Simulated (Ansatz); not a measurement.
# Fe: further runs on the relaxed cell

One table from this session's results is given with a row withheld; the runs are named, their logs left out.

The COD entry's cell or inner coordinates are ideal or old and differ from later refinements, so a difference from it is no clean test against experiment.

Program: Ansatz 0.2.0. Level of theory: DFT PBE, scalar-relativistic, plane waves, PAW. These are calculated values, not measurements.

1 further run of the same task is left out (set aside as unsound or not needed).

### The starting structure

The structure is cubic, space group Im-3m (No. 229). Conventional cell: a = 2.832 Å, b = 2.832 Å, c = 2.832 Å, α = 90.00°, β = 90.00°, γ = 90.00°. Fe (site symmetry m-3m) has 8 Fe at 2.45 Å as nearest neighbours.

As a file:

```cif
data_structure
_symmetry_space_group_name_H-M 'P 1'
_symmetry_Int_Tables_number 1
_cell_length_a 2.4522
_cell_length_b 2.4522
_cell_length_c 2.4522
_cell_angle_alpha 109.471
_cell_angle_beta 109.471
_cell_angle_gamma 109.471
_cell_volume 11.35
loop_
_atom_site_label
_atom_site_type_symbol
_atom_site_fract_x
_atom_site_fract_y
_atom_site_fract_z
_atom_site_occupancy
Fe1 Fe 0.00000 0.00000 0.00000 1
```

This cell was relaxed beforehand with the same method: volume 11.35 Å³/atom, gap on the mesh none (metal), site moments up to 2.2 μB.

Set-up of the first run:

input.yaml

```yaml
crystal:
  lattice:
    - [-1.4157898482, 1.4157898482, 1.4157898482]
    - [1.4157898482, -1.4157898482, 1.4157898482]
    - [1.4157898482, 1.4157898482, -1.4157898482]
  atoms:
    - { symbol: Fe, position: [0.0, 0.0, 0.0], spin: 2.44 }
basis:
  ecutwfc: 420
kpoints:
  mp_grid: { grid: [20, 20, 20] }
  band_path:
    path:
      - [[0.0, 0.0, 0.0], [0.5, -0.5, 0.5], [0.0, 0.0, 0.5], [0.0, 0.0, 0.0], [0.25, 0.25, 0.25], [0.5, -0.5, 0.5]]
      - [[0.25, 0.25, 0.25], [0.0, 0.0, 0.5]]
    npoints: 14
hamiltonian:
  xc: pbe
scf:
  occupations: { method: gaussian, width: 0.1 }
  n_extra_bands: 6
output:
  forces: true
  stress: true
  eigenvalues: true
  populations: true
  dos: { projected: true, de: 0.02, nscf_kmesh: { grid: [30, 30, 30] } }
  bader: true
  write_density: true
  write_potential: true
  elf: true
  volumetric_format: npy
magnetization:
  spin_polarized: true
checkpoint:
  read: start.run
  write: ck
  compress: false
  write_wavefunctions: false
  write_every: 100000
```

Run with:

```console
> ansatz run input.yaml --threads 1 --pin off --max-ram 2560MiB --backend cpu --events-out ev --progress --plain --runs-dir out
```

Among the steps run: Electronic structure at the relaxed geometry; Volume × 0.97; Volume × 1.03; The cell scaled to 0.94 of its volume; The cell scaled to 1.06 of its volume.

One of the session's tables, all rows but one given; the rest of the session is left out.

It belongs to the step «Fit of the equation of state». 

```
volume (Å³/atom)  energy above the lowest point (meV/atom)  pressure (GPa)  largest moment (μB)
          10.670                                      26.0           13.82                 2.10
          11.011                                       5.6            5.97                 2.14
          11.352                                       0.0            0.02                 2.21
          11.692                                         ?               ?                    ?
          12.033                                      21.4           -9.75                 2.32
```

**Question.** Estimate the row for volume (Å³/atom) = 11.692.

Worked estimate for «energy above the lowest point (meV/atom)». A straight line through the neighbours (11.352, 0.0) and (12.033, 21.4) gives 0.0 + (21.4 − 0.0) × (11.692 − 11.352) / (12.033 − 11.352) = 10.7; a parabola fitted to 3 rows on both sides gives 5.3.

The run gave: energy above the lowest point (meV/atom): 5.3; pressure (GPa): -5.13; largest moment (μB): 2.28. In «energy above the lowest point (meV/atom)» the line misses by +5.4 and the parabola by 0.0.

To keep in mind: Warnings in the runs' records: stability check not made.
